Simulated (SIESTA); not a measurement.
Runs of SIESTA 5.4.2 on Au. Symmetry: Fm-3m, No. 225, cubic system. The conventional cell has a = 4.070 Å, b = 4.070 Å, c = 4.070 Å, α = 90.00°, β = 90.00°, γ = 90.00°. Au (site symmetry m-3m) has 12 Au at 2.88 Å as nearest neighbours. 

```tsv
task	potentials or basis	cell	gap on the mesh (eV)	pressure (GPa)
band structure	PseudoDojo 0.4 standard (PBEsol files), SZ (energy shift 0.003 Ry)	as given	none	30.3
band structure	PseudoDojo 0.4 standard (PBEsol files), TZDP (energy shift 0.003 Ry; two zetas on semicore shells)	as given	none	2.4
band structure	PseudoDojo 0.4 standard (PBEsol files), DZP (energy shift 0.003 Ry; two zetas on semicore shells)	as given	none	3.2
band structure	PseudoDojo 0.4 standard (PBEsol files), DZ (energy shift 0.003 Ry; two zetas on semicore shells)	as given	none	-2.6
single point	PseudoDojo 0.4 standard (PBEsol files), DZP (energy shift 0.003 Ry; two zetas on semicore shells)	cell strained at random at fixed volume	none	3.4
band structure	PseudoDojo 0.4 standard (PBEsol files), SZP (energy shift 0.003 Ry)	as given	none	-1.2
single point	PseudoDojo 0.4 standard (PBEsol files), DZP (energy shift 0.003 Ry; two zetas on semicore shells)	as given	none	3.2
band structure	PseudoDojo 0.4 standard (PBEsol files), TZP (energy shift 0.003 Ry; two zetas on semicore shells)	as given	none	(a)
```

Alike in all rows: level PBEsol; no spin polarisation; k mesh 11 × 11 × 11; smearing fermi-dirac 0.05 eV; grid cutoff 800 Ry; energy shift 0.003 Ry.

**Question.** Fill in the values left out.

**Answer.** (a) 2.0.

Caveats: short orbitals over semicore shells can move pressures by several GPa; the basis of atomic orbitals isn't converged, which shifts pressures, moduli and gaps; spin-orbit coupling is left out, which moves the levels of the heavy elements (some runs); the basis has no polarisation orbitals (some runs); a pressure of tens of GPa on the cell as given is suspect, and the run, the potentials or the cell itself is likely at fault (some runs).

A k mesh can miss the band edges, and the runs leave out spin-orbit coupling on Au.

A gap of «none» marks a metal or a gap under the smearing width.

Runs at the PBE level aren't shown here.
